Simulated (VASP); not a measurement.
# Se (P6/mmm) in VASP: a series of runs

Runs on Se. Level: PBEsol. Tasks: single point, relaxation of cell and atoms.

Everything below comes from runs of VASP 6.6.1. Logs are shortened: lines on timing, memory, paths and dates and some standing lists are left out, and cuts for length are marked.

### 1 The structure

Symmetry: P6/mmm, No. 191, hexagonal system. Conventional cell: a = 3.212 Å, b = 3.212 Å, c = 3.001 Å, α = 90.00°, β = 90.00°, γ = 120.00°. Se (site symmetry 6/mmm) is surrounded by 8 Se at 3.00 to 3.21 Å.

The cell was built by a generator and needn't be a form met in nature.

### 2 Single point, PBEsol

File INCAR:

```
PREC = Accurate ; ENCUT = 520
EDIFF = 1E-7 ; ISMEAR = 0
SIGMA = 0.1 ; LREAL = F
LASPH = T ; NELM = 100
ALGO = Normal ; ISIF = 2
LWAVE = F ; LCHARG = F
GGA = PS ; NBANDS = 9
```

File KPOINTS:

```
regular mesh
0
Gamma
  6 6 6
```

File POSCAR:

```
Se
1.0
    3.2117637651      0.0000000000      0.0000000000
   -1.6058818825      2.7814690115      0.0000000000
    0.0000000000      0.0000000000      3.0009917680
Se
1
Direct
    0.0000000000      0.0000000000      0.0000000000
```

Potentials or basis: VASP PAW PBE potentials, release 64 (Se).

Launch:

```sh
$ cat potpaw_PBE.64/Se/POTCAR > POTCAR
$ mpirun -np 1 vasp_std > vasp.out
```

OUTCAR:

```text
PREC = Accurate
   ENCUT = 520
   EDIFF = 1E-7
   ISMEAR = 0
   LREAL = F
   LASPH = T
   NELM = 100
   ISIF = 2
   GGA = PS

 ion  position               nearest neighbor table
   1  0.000  0.000  0.000-

  LATTYP: Found a hexagonal cell.
 ALAT       =     3.2117637651
 C/A-ratio  =     0.9343750000

  Lattice vectors:

 A1 = (   3.2117637651,   0.0000000000,   0.0000000000)
 A2 = (  -1.6058818825,   2.7814690115,   0.0000000000)
 A3 = (   0.0000000000,   0.0000000000,   3.0009917680)

Analysis of symmetry for initial positions (statically):
=====================================================================
 Subroutine PRICEL returns:
 Original cell was already a primitive cell.

 Routine SETGRP: Setting up the symmetry group for a
 hexagonal supercell.

 Subroutine GETGRP returns: Found 24 space group operations
 (whereof 24 operations were pure point group operations)
 out of a pool of 24 trial point group operations.

The static configuration has the point symmetry D_6h.

Analysis of symmetry for dynamics (positions and initial velocities):
=====================================================================
 Subroutine PRICEL returns:
 Original cell was already a primitive cell.

 Routine SETGRP: Setting up the symmetry group for a
 hexagonal supercell.

 Subroutine GETGRP returns: Found 24 space group operations
 (whereof 24 operations were pure point group operations)
 out of a pool of 24 trial point group operations.

The dynamic configuration has the point symmetry D_6h.

 Subroutine INISYM returns: Found 24 space group operations
 (whereof 24 operations are pure point group operations),
 and found     1 'primitive' translations

----------------------------------------------------------------------------------------

                                     Primitive cell

  volume of cell :      26.8091

  direct lattice vectors                    reciprocal lattice vectors
     3.211763765  0.000000000  0.000000000     0.311355403  0.179761125  0.000000000
    -1.605881883  2.781469012  0.000000000     0.000000000  0.359522251  0.000000000
     0.000000000  0.000000000  3.000991768     0.000000000  0.000000000  0.333223173

  length of vectors
     3.211763765  3.211763765  3.000991768     0.359522251  0.359522251  0.333223173

[... 80 lines left out ...]
   EDIFFG = 0.1E-05   stopping-criterion for IOM
   NSW    =      0    number of steps for IOM
   IBRION =     -1    ionic relax: 0-MD 1-quasi-New 2-CG
   NFREE  =      0    steps in history (QN), initial steepest desc. (CG)
   ISIF   =      2    stress and relaxation
   ISYM   =      2    0-nonsym 1-usesym 2-fastsym
   POTIM  = 0.5000    time-step for ionic-motion
   TEBEG  =    0.0;   TEEND  =   0.0 temperature during run
   PSTRESS=    0.0 pullay stress
   NELECT =       6.0000    total number of electrons
   NUPDOWN=      -1.0000    fix difference up-down
   EMIN   =  10.00;   EMAX   =-10.00  energy-range for DOS
   EFERMI =   0.00;   METHOD = LEGACY
   ISMEAR =     0;   SIGMA  =   0.10  broadening in eV -4-tet -1-fermi 0-gaus
   EFERMI_NEDOS =   21; number of points for ismear=-14 and -15
   IALGO  =     38    algorithm
   IMIX   =      4    mixing-type and parameters
     AMIX     =   0.40;   BMIX     =  1.00
     AMIX_MAG =   1.60;   BMIX_MAG =  1.00
  volume/ion in A,a.u.               =      26.81       180.92
  Fermi-wavevector in a.u.,A,eV,Ry     =   0.993950  1.878292 13.441683  0.987936
  Thomas-Fermi vector in A             =   2.125867
   LORBIT       =      0    0 simple, 1 ext, 2 COOP (PROOUT), +10 PAW based schemes
   GGA     = PS    functional components
   LHFCALC =     F    Hartree Fock is set to
   AEXX    =    0.0000 exact exchange contribution
   IVDW    =     0    specifies the selected vdW correction
   LEPSILON=     F    determine dielectric tensor
   LRPA    =     F    only Hartree local field effects (RPA)
 non-spin polarized calculation
 Gauss-broadening in eV      SIGMA  =   0.10
  energy-cutoff  :      520.00
  volume of cell :       26.81
 maximum number of plane-waves:       744
 NGX is ok and might be reduce to    24
   NGX = 11   NGY = 11   NGZ = 11

 number of electron       6.0000000 magnetization

 Free energy of the ion-electron system (eV)
  ---------------------------------------------------
  ext. energy  EPLUGINS =         0.00000000
  ---------------------------------------------------
  free energy    TOTEN  =        -3.18697307 eV

  energy without entropy =       -3.18164249  energy(sigma->0) =       -3.18430778

 E-fermi :   2.4967     XC(G=0):  -9.4268

 val. band max:        2.4289338675   @ k =   0.1667   0.1667   0.1667
 cond. band min:       2.5378913801   @ k =   0.3333   0.0000   0.1667
 fundamental gap:      0.1089575126
 Fermi energy:         2.4967285655

 k-point     1 :       0.0000    0.0000    0.0000
  band No.  band energies     occupation
      1     -11.8885      2.00000
      2       3.8168      0.00000
      3       4.0573      0.00000
      4       4.0573      0.00000
      5       9.8024      0.00000
      6      10.8129      0.00000
      7      13.9585      0.00000
      8      13.9585      0.00000
      9      17.3234      0.00000
[... 265 lines left out ...]
 k-point    24 :       0.3333    0.0000    0.5000
  band No.  band energies     occupation
      1      -9.2000      2.00000
      2      -1.6060      2.00000
      3       0.2949      2.00000
      4       3.8297      0.00000
      5       8.2074      0.00000
      6      11.9461      0.00000
      7      14.3923      0.00000
      8      15.8462      0.00000
      9      20.4041      0.00000

 [... further k-points ...]

------------------------ aborting loop because EDIFF is reached ----------------------------------------

  FORCE on cell =-STRESS in cart. coord.  units (eV):
  Direction    XX          YY          ZZ          XY          YZ          ZX
  --------------------------------------------------------------------------------------
  -------------------------------------------------------------------------------------
  Total       -1.9409656     -1.9409656     -2.0741879     -0.0000000      0.0000000      0.0000000
  in kB     -115.9967449   -115.9967449   -123.9584278     -0.0000000      0.0000000      0.0000000
  external PRESSURE =    -118.6506392 kB  Pullay stress =       0.0000000 kB

 VOLUME and BASIS-vectors are now :
 -----------------------------------------------------------------------------
  energy-cutoff  :      520.00
  volume of cell :       26.81
      direct lattice vectors                 reciprocal lattice vectors
     3.211763765  0.000000000  0.000000000     0.311355403  0.179761125  0.000000000
    -1.605881883  2.781469012  0.000000000     0.000000000  0.359522251  0.000000000
     0.000000000  0.000000000  3.000991768     0.000000000  0.000000000  0.333223173

 POSITION                                       TOTAL-FORCE (eV/Angst)
 -----------------------------------------------------------------------------------
      0.00000      0.00000      0.00000         0.000000      0.000000      0.000000
 -----------------------------------------------------------------------------------
    total drift:                               -0.000000      0.000000      0.000000

  FREE ENERGIE OF THE ION-ELECTRON SYSTEM (eV)
  ---------------------------------------------------
  free  energy   TOTEN  =        -3.1869730660 eV

  energy  without entropy=       -3.1816424851  energy(sigma->0) =       -3.18430778
```

OSZICAR:

```text
N       E                     dE             d eps       ncg     rms          rms(c)
DAV:   1     0.923513800586E+01    0.92351E+01   -0.25162E+03   504   0.535E+02
DAV:   2    -0.288894262373E+01   -0.12124E+02   -0.11862E+02   669   0.717E+01
DAV:   3    -0.319815632390E+01   -0.30921E+00   -0.29156E+00   614   0.107E+01
DAV:   4    -0.319884031579E+01   -0.68399E-03   -0.68397E-03   663   0.594E-01
DAV:   5    -0.319884095316E+01   -0.63738E-06   -0.63716E-06   619   0.160E-02    0.211E+00
DAV:   6    -0.318928991216E+01    0.95510E-02   -0.11021E-02   535   0.499E-01    0.121E+00
DAV:   7    -0.318693450993E+01    0.23554E-02   -0.13724E-02   532   0.568E-01    0.139E-01
DAV:   8    -0.318697782803E+01   -0.43318E-04   -0.35788E-04   567   0.107E-01    0.158E-02
DAV:   9    -0.318697345832E+01    0.43697E-05   -0.80485E-06   588   0.178E-02    0.712E-03
DAV:  10    -0.318697307830E+01    0.38002E-06   -0.16275E-06   621   0.724E-03    0.344E-03
DAV:  11    -0.318697306598E+01    0.12320E-07   -0.18863E-07   548   0.239E-03
   1 F= -.31869731E+01 E0= -.31843078E+01  d E =-.533058E-02
```

Run time: 8 s. Hardware: 1 thread of AMD EPYC 9R14 (Zen 4), shared host; peak memory 0.1 GiB.

What came out:

```yaml
Free_energy: -3.1870 eV
Pressure: -11.9 GPa
Band_gap_on_the_k_mesh: none (metal or under the smearing width)
```

Stress tensor (GPa, compression positive):
```
-11.60   0.00   0.00
  0.00 -11.60   0.00
  0.00   0.00 -12.40
```

Caveat: the k mesh is coarse (spacing up to 0.38 Å⁻¹), so the values aren't converged; the PAW data sets were made with another functional, which shifts forces and pressure a little.

(Continued in part 2 of 2.)
